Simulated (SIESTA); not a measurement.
**Nb in SIESTA: convergence with k mesh**

Input of the first run (k mesh 3 × 3 × 3); the others differ in this setting and in those tied to it:

run.py

```python
from ase import Atoms
from ase.calculators.siesta import Siesta
from ase.units import Ry, GPa

atoms = Atoms(
    ['Nb'],
    cell=[
        [-0.041034, 2.193381, 2.108849],
        [2.0464, 0.049814, 2.018],
        [2.126253, 2.182385, -0.030039],
    ],
    scaled_positions=[
        [0.030077, -0.003973, -0.00022],
    ],
    pbc=True,
)

fdf = {
    'SCFMustConverge': False,
    'OccupationFunction': 'FD',
    'ElectronicTemperature': '0.05 eV',
    'MaxSCFIterations': '120',
    'SCF.Mixer.Method': 'Pulay',
    'SCF.Mixer.Weight': '0.25',
    'SCF.Mixer.History': '8',
    'SCF.DM.Tolerance': '5.0e-05',
    'SCF.H.Tolerance': '1.0e-03 eV',
    'WriteForces': 'true',
    'Charge.Mulliken': 'end',
    'PAO.Basis': ['Nb.1 5', 'n=4 0 1', '  3.469', 'n=5 0 2', '  9.500 0.000', 'n=4 1 1', '  4.032', 'n=5 1 1', '  9.500', 'n=4 2 2', '  7.796 0.000'],
}
calc = Siesta(
    label="Nb",
    command="siesta < PREFIX.fdf > PREFIX.out",
    pseudo_path="pseudos",
    pseudo_qualifier="",
    xc=('GGA', 'RPBE'),
    basis_set="DZP",
    mesh_cutoff=800 * Ry,
    energy_shift=0.002 * Ry,
    kpts=[3, 3, 3],
    spin="non-polarized",
    fdf_arguments=fdf,
)
atoms.calc = calc

print(f"energy = {atoms.get_potential_energy():.6f} eV")
free = atoms.get_potential_energy(force_consistent=True)
print(f"free energy = {free:.6f} eV")
print("forces (eV/A):")
print(atoms.get_forces(apply_constraint=False).round(6))
print("stress (GPa, Voigt order, tension positive):", (atoms.get_stress() / GPa).round(4))
```

Potentials or basis: PseudoDojo 0.4 standard (PBE files), DZP (energy shift 0.002 Ry; radii capped at 9.5 bohr).

Command:

```sh
$ python run.py
```

The cell isn't the ideal one: cell strained at random at fixed volume.

This isn't the form of Nb at room conditions, which is bcc.

Hardware: 1 thread of Arm Neoverse V2, on a shared host.

| k mesh | energy less the tightest run, at zero smearing (meV/atom) | pressure (GPa) | SCF cycles | CPU time (s) | peak memory (GiB) |
| --- | --- | --- | --- | --- | --- |
| 3 × 3 × 3 | 263.93 | 5.96 | 10 | 56 | 0.31 |
| 4 × 4 × 4 | -0.28 | 2.00 | 8 | 49 | 0.31 |
| 6 × 6 × 6 | -9.76 | 1.11 | 9 | 54 | 0.31 |
| 8 × 8 × 8 | 10.81 | 0.76 | 9 | 57 | 0.31 |
| 9 × 9 × 9 | 8.35 | 1.34 | 9 | 58 | 0.31 |
| 11 × 11 × 11 | -1.25 | 0.66 | 9 | 64 | 0.31 |
| 14 × 14 × 14 | 0.00 | 0.89 | 9 | 77 | 0.31 |

Not settled before the last step: the energy (to 1 meV/atom), the pressure (to 0.1 GPa). Meshes of other sizes hit other points, so gaps and Fermi surfaces needn't settle smoothly. The tightest run that finished is the yardstick and may itself not be fully converged.

Caveat, for the tightest run too: semicore shells carry a single zeta, which can move pressures by several GPa and volumes by a few percent; the potentials were made for another functional, which shifts forces and pressure; the basis of atomic orbitals isn't converged, which shifts pressures, moduli and gaps.
